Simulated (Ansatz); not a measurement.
**fcc against bcc along the lanthanides**

The calculation used DFT, revPBE, plane waves (420 eV) with PAW, scalar-relativistic in Ansatz. The PAW files were generated under PBE, with cores re-solved for the functional.

Each structure is relaxed within its symmetry, in the lowest magnetic state of the tried starts. Differences under about 8 meV lie within the error of the k-point mesh.

Semilocal functionals delocalise ytterbium's f shell and shrink the cell.

```
element  E(fcc) − E(bcc) (meV/atom)  V(fcc) (Å³/atom)  V(bcc) (Å³/atom)       state of fcc       state of bcc
     La                        -115             38.66             39.37  spin not included  spin not included
     Yb                          -5             37.87             36.88       non-magnetic  spin not included
     Lu                           ?                 ?                 ?                  ?                  ?
```

Question: Fill in the row of Lu.

Answer: E(fcc) − E(bcc) (meV/atom): -86; V(fcc) (Å³/atom): 30.18; V(bcc) (Å³/atom): 30.75; state of fcc: spin not included; state of bcc: spin not included.
